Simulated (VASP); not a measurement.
Input of a VASP 6.6.1 run:

Contents of INCAR:

```
ALGO = Normal
EDIFF = 1E-7
EDIFFG = -0.005
ENCUT = 600
GGA = PE
IBRION = 2
ISIF = 3
ISMEAR = 0
LASPH = True
LCHARG = False
LREAL = False
LWAVE = False
NELM = 60
NSW = 90
PREC = Accurate
SIGMA = 0.02
```

KPOINTS

```
k-points
0
Gamma
  14 14 14
```

The input POSCAR:

```
GaN
1.0
    0.0000000000      2.1352350000      2.1352350000
    2.1352350000      0.0000000000      2.1352350000
    2.1352350000      2.1352350000      0.0000000000
Ga N
1 1
Direct
    0.0000000000      0.0000000000      0.0000000000
    0.5000000000      0.5000000000      0.5000000000
```

Potentials or basis: VASP PAW PBE potentials, release 64 (Ga_d, N).

Run with:

```bash
$ cat potpaw_PBE.64/Ga_d/POTCAR potpaw_PBE.64/N/POTCAR > POTCAR
$ mpirun -np 1 vasp_std > vasp.out
```

(1) Predict the band gap on the k mesh.

(2) Predict the relaxed volume.

(3) Predict the relaxed cell.

Results:

(1) 0.39 eV, indirect (least direct gap 2.35 eV).

(2) 9.75 Å³/atom.

(3) a = 3.021 Å, b = 3.021 Å, c = 3.021 Å, α = 60.00°, β = 60.00°, γ = 60.00°.
